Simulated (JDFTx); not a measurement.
# MnS: equation of state with LDA

Crystal: MnS.

```
Mn S
1.0
     0.00000    2.47346    2.47346
     2.47346    0.00000    2.47346
     2.47346    2.47346    0.00000
Mn S
1 1
Direct
  0.00000 0.00000 0.00000
  0.75000 0.75000 0.75000
```

The cell is a database's computed one.

```json
{
  "Program": "JDFTx 1.7.0 (patched build)",
  "Task": "equation of state",
  "Functional": "LDA",
  "Potentials or basis": "PseudoDojo-SR-LDA-0.4.1-standard with smoothed tails",
  "Cutoff": "1306 eV",
  "Density cutoff": "10449 eV",
  "k mesh": "9 × 9 × 9",
  "Occupations": "fermi-dirac, width 0.05 eV",
  "Spin": "collinear spin, ferromagnetic start",
  "Starting moments": "[4.0, 0.0] μB"
}
```

```yaml
Equilibrium_volume: 14.42 Å³/atom
Bulk_modulus: 162 GPa
Pressure_derivative_of_the_bulk_modulus: 4.5
```

Energy against volume, from the lowest point:
```csv
volume (Å³/atom),energy (meV/atom)
14.225,0.89
14.527,0.00
14.830,5.29
15.133,16.07
15.435,31.77
15.738,51.83
16.041,75.78
```
